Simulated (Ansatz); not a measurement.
**TiCo: equation of state with PBEsol**

TiCo:

```
CELL_PARAMETERS angstrom
2.98611 0.00000 0.00000
0.00000 2.98611 0.00000
0.00000 0.00000 2.98611
ATOMIC_POSITIONS crystal
Co 0.50000 0.50000 0.50000
Ti 0.00000 0.00000 0.00000
```

The cell comes from a database or a generator and needn't be the stable form of this composition.

| Item | Value |
| --- | --- |
| Program | Ansatz 0.2.0 |
| Task | equation of state |
| Functional | PBEsol |
| Potentials or basis | all-electron LAPW, scalar-relativistic |
| Basis error allowed | 0.0005 eV/atom |
| k mesh | 9 × 9 × 9 |
| Occupations | fermi-dirac, width 0.05 eV |
| Spin | collinear spin, ferromagnetic start |
| Starting moments | [2.0, 1.0] μB |

| Item | Value |
| --- | --- |
| Equilibrium volume | 12.68 Å³/atom |
| Bulk modulus | 186 GPa |
| Pressure derivative of the bulk modulus | 4.7 |

Energy against volume, from the lowest point:
```csv
volume (Å³/atom),energy (meV/atom)
12.515,0.83
12.781,0.00
13.047,5.40
13.313,16.31
13.580,32.09
13.846,52.20
14.112,76.21
```

All runs of the series together: 2.6 min on 2 threads of Arm Neoverse N1 (shared host).
